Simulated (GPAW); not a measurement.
The system is PbS.

```
CELL_PARAMETERS angstrom
4.08970 0.00000 0.00000
-2.04485 3.54178 0.00000
0.00000 0.00000 3.78817
ATOMIC_POSITIONS crystal
Pb 0.00000 0.00000 0.00000
S 0.66667 0.33333 0.50000
```

Measurements of this composition are mostly on another form, of space group No. 225.

Base run:

| Item | Value |
| --- | --- |
| Program | GPAW 26.7.0 |
| Functional | PBE |
| Potentials or basis | GPAW PAW data sets (gpaw-data 1.2.1) |
| Cutoff | 600 eV |
| Basis | pw |
| k mesh | 6 × 6 × 6 |
| Occupations | fermi-dirac, width 0.05 eV |
| Spin | no spin polarisation |

Its results: pressure -0.4 GPa.

**Question.** After a change of settings the same cell gave: pressure -0.9 GPa. Which change was it?
A. functional from PBE to LDA; potentials or basis from GPAW PAW data sets (gpaw-data 1.2.1) to the program's PAW data sets (release 1.2.1) made for this functional
B. functional from PBE to PBEsol; potentials or basis from GPAW PAW data sets (gpaw-data 1.2.1) to PAW data sets generated in the run's folder for this functional
C. cutoff from 600 eV to 450 eV

**Answer.** C.

Caveats: the cutoff is short for stress and forces, so pressures can be off by a GPa or more (some runs).
